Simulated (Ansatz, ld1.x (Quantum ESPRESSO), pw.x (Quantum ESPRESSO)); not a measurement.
As (Z = 33): one change to the ultrasoft potential, in the atom and in the diamond crystal

ld1.x (Quantum ESPRESSO) 7.5 input, shortened:

```
&input
   title='As', zed=33., rel=1, dft='PBE', iswitch=3,
   config='[Ar] 3d10 4s2 4p3 4d-2'
 /
 &inputp
   pseudotype=3, tm=.true., lloc=-1, rcloc=1.65,
   nlcc=.true., new_core_ps=.true., rcore=1.50,
   which_augfun='PSQ', rmatch_augfun=1.25
 /
5
4S  1  0   2.00   0.00  1.40  1.75  0.0
4S  1  0   0.00   0.40  1.40  1.75  0.0
4P  2  1   3.00   0.00  1.90  2.00  0.0
4P  2  1   0.00   0.10  1.90  2.00  0.0
4D  3  2  -2.00   0.05  1.85  2.15  0.0
 &test
   configts(1)='4s2 4p3'
 /
```

Change: all radii but the core radius scaled by about 1.23 (s 2.16, p 2.46, d 2.66 bohr, rcut 1.72/2.34/2.28); local potential all-electron potential smoothed inside 2.04 bohr (lloc = -1); augmentation PSQ, radius 1.54 bohr.

Cutoffs, loose and tight: the cutoffs (Ry, on a coarse ladder) from which the occupation-weighted sum of valence levels, in a spherical-Bessel basis at the reference potential, stays within 10 and 1 mRy of its value at 400 Ry. They do not see the model core or the augmentation charge, which bear on the density cutoff. Test errors are all-electron minus pseudo excitation energies from the reference, over the configurations 4s2 4p2; 4s2 4p1; 4s2 4p0; 4s1 4p3; 4s0 4p5; 4s2 4p2.5; 4s2 4p3.3; variants that change the core or the reference have their own tests.

Crystal test: diamond As in pw.x 7.5, no spin, 8³ k-points, Fermi–Dirac smearing 0.01 Ry, cutoffs set for each file from its atomic test. The reference is all-electron LAPW (Ansatz 0.2.0) with the same functional, mesh and smearing; V0 and B0 come from Birch–Murnaghan fits to the pressures at five volumes. Errors are pseudo minus all-electron; Δ is the rms difference of the E(V) curves that follow from these fits, minima aligned, over ±6 % about the mean V0. Mesh and smearing are coarse, so the numbers serve the comparison and aren't converged zero-temperature values; the lattice is a test structure that the element need not adopt.

All-electron: a0 = 6.120 Å (V0 = 28.65 Å³/atom), B0 = 46.1 GPa.

**Question.** Does the change bring the crystal closer to the all-electron result?

**Answer.** The mean pressure error goes from -0.06 to -0.01 GPa, so the change moves the solid closer to the all-electron pressures.

```tsv
quantity	base	changed
outcome (atom)	generated	generated
cutoff, loose (atom)	12 Ry	10 Ry
cutoff, tight (atom)	18 Ry	12 Ry
bound ghosts (atom)	none	none
largest test error (meV) (atom)	-127	-106
cutoffs in pw.x (Ry)	40/380	40/320
a0 (Å)	6.118	6.120
a0 error (%)	-0.04	-0.01
B0 error (%)	+0.8	+0.5
Δ (meV/atom)	0.3	0.1
mean pressure error (GPa)	-0.06	-0.01
```

Changed file: The largest radius (2.66 bohr) exceeds half the bond length (2.50 bohr), so the spheres overlap, which is one possible source of error among others. The atomic cutoffs weigh occupied waves only.
